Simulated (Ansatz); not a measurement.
# MnF8: the cost of one run

Method: DFT PBE+U+D3(BJ), scalar-relativistic, plane waves, PAW, in Ansatz 0.2.0.

5 further runs of the same task are left out: 1 that didn't finish, 4 set aside as unsound or not needed.

## 1. The starting structure

Symmetry: Immm, No. 71, orthorhombic system. Conventional cell: a = 5.584 Å, b = 5.740 Å, c = 8.840 Å, α = 90.00°, β = 90.00°, γ = 90.00°. Li (site symmetry -1) has 6 F at 2.00 to 2.21 Å as nearest neighbours. Li (site symmetry mmm) is surrounded by 6 F at 1.99 to 2.00 Å. Around Mn (site symmetry mmm) lie 6 F at 1.87 to 2.12 Å. F (site symmetry mm2) is surrounded by 5 Li at 1.99 to 2.01 Å. F (site symmetry m) has 1 Mn at 1.87 Å and 3 Li at 2.00 to 2.21 Å as nearest neighbours. F (site symmetry mm2) is surrounded by 4 Li at 2.00 Å and 1 Mn at 2.12 Å.

Structure file:

```
Li Mn F
1.0
    -2.79220    2.86978    4.41977
     2.79220   -2.86978    4.41977
     2.79220    2.86978   -4.41977
Li Mn F
5 1 8
Direct
  0.50000 0.00000 0.00000
  0.50000 0.50000 0.50000
  0.50000 0.00000 0.50000
  0.00000 0.00000 0.50000
  0.00000 0.50000 0.00000
  0.00000 0.00000 0.00000
  0.72558 0.22558 0.50000
  0.23497 0.23160 0.46657
  0.76014 0.76014 0.00000
  0.23497 0.76840 0.00336
  0.76503 0.23160 0.99664
  0.23986 0.23986 0.00000
  0.76503 0.76840 0.53343
  0.27442 0.77442 0.50000
```

It goes back to an entry of the Materials Project, which need not be the stable form.

It is the result of an earlier relaxation at this level (volume 10.12 Å³/atom; gap on the mesh: 2.10 eV, site moments up to 3.3 μB).

Reference energy of this cell: -11406.0377 eV (14 atoms, 6×6×6 mesh, zero smearing).

## 2. Case: all Li taken out

What is left holds 1 Mn, 8 F; the cell stays neutral.

The cell holds 1 Mn, 8 F: a = 5.964 Å, b = 5.964 Å, c = 5.964 Å, α = 124.17°, β = 122.47°, γ = 84.35°.

## 3. Quick check of gap, pressure and forces

input.yaml reads:

```yaml
crystal:
  lattice:
    - [-2.7922008667, 2.8697778245, 4.4197742969]
    - [2.7922008667, -2.8697778245, 4.4197742969]
    - [2.7922008667, 2.8697778245, -4.4197742969]
  atoms:
    - { symbol: Mn, position: [0.0, 0.0, 0.0], spin: 3.61 }
    - { symbol: F, position: [0.7255766451, 0.2255766451, 0.5] }
    - { symbol: F, position: [0.234965939, 0.231601131, 0.46656707] }
    - { symbol: F, position: [0.7601371951, 0.7601371951, 0.0] }
    - { symbol: F, position: [0.234965939, 0.768398869, 0.003364808] }
    - { symbol: F, position: [0.765034061, 0.231601131, 0.996635192] }
    - { symbol: F, position: [0.2398628049, 0.2398628049, 0.0] }
    - { symbol: F, position: [0.765034061, 0.768398869, 0.53343293] }
    - { symbol: F, position: [0.2744233549, 0.7744233549, 0.5] }
basis:
  ecutwfc: 420
kpoints:
  mp_grid: { grid: [4, 4, 4] }
hamiltonian:
  xc: pbe
  dispersion: d3bj
  hubbard: { sites: [{ species: Mn, l: d, u_eff: 3.9 }] }
scf:
  occupations: { method: gaussian, width: 0.1 }
  lower_state_search: "off"
output:
  forces: true
  stress: true
  eigenvalues: true
  populations: true
magnetization:
  spin_polarized: true
```

Launch:

```bash
> ansatz run input.yaml --threads 2 --pin off --max-ram 5120MiB --backend cpu --events-out ev --progress --plain --runs-dir out
```

What time and memory should one allow on 2 threads of Arm Neoverse V1, shared host?

About 23 s, with a peak of 0.53 GiB.
